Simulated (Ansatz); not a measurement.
An input for Ansatz 0.2.0 (MgS (Niningerite)):

run.py

```python
import json

import ase.io
import numpy as np
from ase.calculators.calculator import CalculationFailed, Calculator
from ase.stress import full_3x3_to_voigt_6_stress
from ase.units import GPa

import ansatz as az

class AnsatzCalculator(Calculator):
    implemented_properties = ["energy", "free_energy", "forces", "stress", "magmom"]

    def calculate(self, atoms, properties, system_changes):
        super().calculate(atoms, properties, system_changes)
        structure = atoms.copy()
        structure.set_constraint()
        structure.set_momenta(None)
        structure.set_masses(None)
        outcome = (
            az.Crystal.from_ase(structure)
            .calculation()
            .basis(xc_grid=2)
            .kpoints(7, 7, 7)
            .functional(exchange="b88", correlation="pbe")
            .pseudopotentials(kind="paw", source="ansatz")
            .scf(tolerance=2e-10)
            .occupations(method="fermi-dirac-dirac", width=0.05)
            .forces()
            .stress()
            .run(threads=2)
        )
        if not outcome.report["converged"]:
            raise CalculationFailed("SCF not converged")
        report = outcome.report
        self.results = {
            "free_energy": report["lagrangian_ev"],
            "energy": report["lagrangian_ev"],
            "forces": np.array(report["forces_ev_ang"]),
            "stress": -GPa * full_3x3_to_voigt_6_stress(report["stress_gpa"]),
            "magmom": report["magnetization_mub"],
        }

np.set_printoptions(precision=5, suppress=True, linewidth=110)
atoms = ase.io.read("POSCAR", format="vasp")
atoms.calc = AnsatzCalculator()
cell = atoms.cell[:].copy()
pairs = [(0, 0), (1, 1), (2, 2), (1, 2), (0, 2), (0, 1)]
C = np.zeros((6, 6))
for j, (a, b) in enumerate(pairs):
    stress = []
    for e in (0.005, -0.005):
        strain = np.eye(3)
        strain[a, b] += e if a == b else e / 2
        strain[b, a] = strain[a, b]
        atoms.set_cell(cell @ strain, scale_atoms=True)
        stress.append(atoms.get_stress())
    C[:, j] = (stress[0] - stress[1]) / (2 * 0.005) / GPa
print("clamped-ion stress-strain coefficients (GPa, Voigt)", C.round(1), sep="\n")
print(f"Voigt bulk modulus {(C[:3, :3].sum()) / 9:.1f} GPa")
json.dump({"C": C.tolist()}, open("results.json", "w"))
```

The input POSCAR:

```
MgS
1.0
    0.0000000000      2.6016500000      2.6016500000
    2.6016500000      0.0000000000      2.6016500000
    2.6016500000      2.6016500000      0.0000000000
S Mg
1 1
Direct
    0.5000000000      0.5000000000      0.5000000000
    0.0000000000      0.0000000000      0.0000000000
```

Potentials or basis: Ansatz PAW earlier set.

Run with:

```console
$ python run.py
```

Problem. Does this run start?

Solution. The run stopped without a result. It printed:

Output:

```text
Traceback (most recent call last):
  File "run.py", line 59, in <module>
  File "run.py", line 29, in calculate
  [frames inside libraries left out]
ansatz.errors.InputError: .occupations('fermi-dirac-dirac'): not one of fermi_dirac, gaussian, methfessel_paxton, cold, fixed, tetrahedron, tetrahedron_uncorrected, explicit  [scf.occupations.method]
```
